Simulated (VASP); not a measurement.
TiH4, 5 atoms in the cell. The structure is orthorhombic, space group Cmmm (No. 65). The conventional cell has a = 3.420 Å, b = 5.578 Å, c = 3.345 Å, α = 90.00°, β = 90.00°, γ = 90.00°. Around H (site symmetry m2m) lie 3 H at 1.79 to 1.98 Å and 3 Ti at 1.89 to 1.93 Å. Ti (site symmetry mmm) has 10 H at 1.84 to 1.93 Å as nearest neighbours. Around H (site symmetry 2mm) lie 1 H at 1.53 Å. The cell was built by a generator and needn't be a form met in nature.

* Program: VASP 6.6.1
* Task: equation of state
* Functional: PBEsol
* Potentials or basis: VASP PAW PBE potentials, release 64 (H_h, Ti_sv)
* Cutoff: 900 eV
* k mesh: 7 × 7 × 6
* Occupations: gaussian, width 0.05 eV
* Spin: no spin polarisation
* Hubbard terms: Ti d U = 3 eV
* Further INCAR settings: ALGO = Fast; EDIFF = 1.00e-06

Potentials or basis: VASP PAW PBE potentials, release 64 (H_h, Ti_sv).

Launch:

```sh
$ python run.py
```

Hardware: 1 thread of Intel(R) Xeon(R) Platinum 8488C (Sapphire Rapids), on a shared host.

Task: How long does it take, and how much memory?

Result: Wall time 12 min on 1 thread of Intel(R) Xeon(R) Platinum 8488C (Sapphire Rapids), on a shared host, peak memory 0.25 GiB. Counts: scf iterations 38, k points 64.
